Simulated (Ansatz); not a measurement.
Ansatz input

```yaml
crystal:
  lattice:
    - [0.0, 3.6381339345, 3.6381339345]
    - [3.6381339345, 0.0, 3.6381339345]
    - [3.6381339345, 3.6381339345, 0.0]
  atoms:
    - { symbol: Te, position: [0.125, 0.125, 0.125] }
    - { symbol: Te, position: [0.875, 0.875, 0.875] }
hamiltonian:
  xc: rpbe
  pseudopotentials:
    kind: paw
    azcp:
      Te: "pseudopotentials/Te.paw.azcp"
basis:
  ecutwfc: 420
  fft_grid_basis: typed
kpoints:
  mp_grid: { grid: [12, 12, 12], shift: [0, 0, 0] }
magnetization:
  spin_polarized: false
scf:
  occupations: { method: fermi_dirac, width: 0.1 }
```

and its output:

```
Engine: ansatz 0.2.0, x86_64-unknown-linux-gnu
Pseudopotentials: kind: paw
Pseudopotential: Te, paw, valence charge 16, recommended cutoff 420 eV (normal) 
Functional definition: RPBE
  parameter kappa = 0.804
  parameter beta = 0.06672455060314922
  exchange = rpbe_x(kappa = kappa, mu = beta*pi^2/3)
  correlation = pbe_c(beta = beta)
Crystal: 2 atoms, lattice volume = 96.309 Å³
Basis set: ecut = 420 eV, 1893 PW (Γ)
Bands: 20, of which v1, the nominal top of the filled ones, is band 16 counted from 1 (15 counted from 0)
Symmetry: 48 space group operations
Space group: Fd-3m (ITA 227), of the structure as read, at distance tolerance 4.6e-5 Å
k-points: 72 of 1728
Non-local potential: Te, projectors of the file, l = 0: 2, l = 1: 2, l = 2: 2, l = 3: 2
PAW form: soft (Blöchl's): semilocal exchange-correlation on the pseudo side does not see the compensation charge
PAW frozen core: Te, regenerated for the run's functional, and the local potential with it (the file was generated under x = pbe(κ = 0.804, μ = 0.2195149727645171), c = pbe(β = 0.06672455060314922))
PAW one-centre angular grid: Te, 590 points (default); XC on 64 Gauss nodes
Initial density: superposition of atomic densities (neutral atoms: chi_scale 0, normalization atom), corrected by the library's trained network
Initial wavefunctions: pseudopotential atomic-orbital guess
Functional: x = rpbe, c = pbe(β = 0.06672455060314922)
SCF iter   1: F=—  HF=-13976.951919 eV  |F-HF|=—  |Δ(HF+E_count)|=         —  Δρ=1.62e-3  dr2=1.84e-3  ethr=1.77e-3  ⟨swp⟩=6.4  Hψ=7287  notcnv=0
SCF iter   2: F=—  HF=-13976.953589 eV  |F-HF|=—  |Δ(HF+E_count)|=   1.67e-3  Δρ=9.08e-4  dr2=5.60e-4  ethr=5.76e-6  ⟨swp⟩=2.6  Hψ=3498  notcnv=0
SCF iter   3: F=—  HF=-13976.953144 eV  |F-HF|=—  |Δ(HF+E_count)|=   4.45e-4  Δρ=1.77e-4  dr2=6.19e-5  ethr=1.75e-6  ⟨swp⟩=2.0  Hψ=2612  notcnv=0
SCF iter   4: F=—  HF=-13976.953233 eV  |F-HF|=—  |Δ(HF+E_count)|=   8.84e-5  Δρ=5.97e-5  dr2=4.13e-6  ethr=1.93e-7  ⟨swp⟩=2.0  Hψ=1905  notcnv=0
SCF iter   5: F=—  HF=-13976.953232 eV  |F-HF|=—  |Δ(HF+E_count)|=   1.86e-7  Δρ=1.15e-5  dr2=1.29e-7  ethr=1.29e-8  ⟨swp⟩=2.1  Hψ=2574  notcnv=0
SCF iter   6: F=-13976.953232 eV  HF=-13976.953232 eV  |F-HF|=1.60e-9  |Δ(HF+E_count)|=   1.31e-7  Δρ=2.02e-6  dr2=2.22e-9  ethr=3.13e-10  ⟨swp⟩=3.0  Hψ=3336  notcnv=0
SCF 1 converged in 6 iterations: F = -13976.953232 eV  dr2 = 2.22e-9
SCF converged after 6 iterations
Free energy (F): -13976.953232 eV
Harris-Foulkes:  -13976.953232 eV  (|F-HF|=1.60e-9)
Internal energy: -13976.885324 eV  (E = F + TS)
E sigma→0 (E₀):  -13976.919278 eV
Entropy (-TS):   -0.067908 eV (-33.954 meV/atom)
Fermi energy:    5.008953 eV
--- Per-component energies (eV) ---
  E_band       = -649.758600
  E_kinetic    = 357.399436
  E_local      = -3365.746369  (includes V_loc(G=0)·N_el)
  E_nonlocal   = -623.184512
  E_hartree    = 1971.534208
  E_xc         = -246.855842
  E_vxc        = -204.844608  (∫ρ·V_xc dr)
  E_paw        = -9340.889566  (= ΣΔE_a)
  E_vpaw       = -756.450834  (= ΣTr[D̂ρ^β])
  E_aug_tail   = -0.000336  (compensation charges beyond the density's cutoff)
  E_ewald      = -2729.064374
  E_core_change = -0.077969  (= ΣΔE_core)
  E_smearing   = -0.067908  (= −TS)
  E_closure    = 0.000000  (closes the sum)
  Σ components = -13976.953232   (vs F -13976.953232, Δ=0.00e0)
```
